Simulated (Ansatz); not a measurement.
ZnTe (zinc blende)

```
CELL_PARAMETERS angstrom
      0.00000     3.08955     3.08955
      3.08955     0.00000     3.08955
      3.08955     3.08955     0.00000
ATOMIC_POSITIONS crystal
  Te 0.75000 0.75000 0.75000
  Zn 0.00000 0.00000 0.00000
```

In each cell atom 2 (Zn, nearest neighbour Te at 2.676 Å; its periodic images, 4.4 Å or more away, move with it) moves by s·(-0.577, 0.577, 0.577) (towards the nearest neighbour), the rest being held.

Calculation: PBE (plane waves to 420 eV, PAW, scalar-relativistic; Ansatz, a first-principles code). k mesh 8×8×8 (Γ-centred), Fermi-Dirac smearing 0.05 eV. E stands for the smeared free energy. Stress and pressure are positive under compression. F∥ is the force on the atom along that direction. Spin-orbit coupling is left out, though Te is heavy. ZnTe was relaxed with its symmetry unable to fall. The zero of ΔE is the undisplaced structure.

```
s (Å)   ΔE (eV/cell)  P (GPa)  F∥ (eV/Å)
------  ------------  -------  ---------
-0.540         0.325      2.3      0.744
-0.432         0.241      1.8      0.792
-0.324         0.157      1.2      0.763
-0.216         0.080      0.6      0.638
-0.108         0.023      0.2      0.395
0.000          0.000      0.0      0.000
0.108          0.030      0.2     -0.596
0.216          0.138      1.1     -1.463
0.324          0.360      2.7     -2.713
0.432          0.744      5.4     -4.510
0.540          1.363      9.6     -7.109
```

Summary:

| Quantity | Result |
|---|---|
| Energy at s = 0.540 Å | 1363 meV/cell |
| Force along the line at s = -0.540 Å | 0.744 eV/Å |
| Symmetry of the curve | not even: the positive side lies higher at ±0.540 Å |
| Shape of the curve | a single well with its minimum at or next to zero displacement |
| Force constant k = d²E/ds² at s = 0 (finite differences) | 4.49 eV/Å² |
| Harmonic estimate at the end of the scan | ½ks² = 655 meV/cell against the computed 1363 meV/cell, so the well is stiffer than harmonic there |
| Zone-centre optical wavenumber from k (transverse: no LO-TO term) | 168 cm⁻¹ |

(A displaced cell: forces are minus the slopes of the energy, force constants its curvatures, and phonons follow from these.)
